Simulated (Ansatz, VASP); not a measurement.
One calculation of AlN, two programs

```
Al N
1.0
     3.31000    0.00000    0.00000
    -1.65500    2.86654    0.00000
     0.00000    0.00000    3.86078
Al N
2 2
Direct
  0.33333 0.66667 0.75000
  0.66667 0.33333 0.25000
  0.33333 0.66667 0.25000
  0.66667 0.33333 0.75000
```

Alike in both runs: task single point; functional PBE; k mesh 9 × 9 × 6; occupations gaussian, width 0.05 eV; no spin polarisation.

|  | VASP | Ansatz |
| --- | --- | --- |
| version | VASP 6.6.1 | Ansatz 0.2.0 |
| potentials or method | VASP PAW PBE potentials, release 64 (Al, N) | scalar-relativistic, plane waves, PAW |
| plane-wave cutoff (eV) | 520 | 520 |
| valence electrons in the cell | 16 | 16 |

VASP gave:

| Property | Result |
| --- | --- |
| gap on the k mesh at the Fermi level (eV) | 4.04 |
| least direct gap on the mesh (eV) | 4.04 |
| pressure (GPa) | 20.4 |
| largest component of the traceless stress (GPa) | 14.97 |

Which values does Ansatz return?

gap on the k mesh at the Fermi level (eV): 4.03; least direct gap on the mesh (eV): 4.03; pressure (GPa): 20.5; largest component of the traceless stress (GPa): 14.75.

Caveats: so large a pressure means that the cell lies far from this level's equilibrium, or that cutoff or potentials fall short (VASP); an odd mesh through Γ misses points on the zone boundary, where band edges often lie.
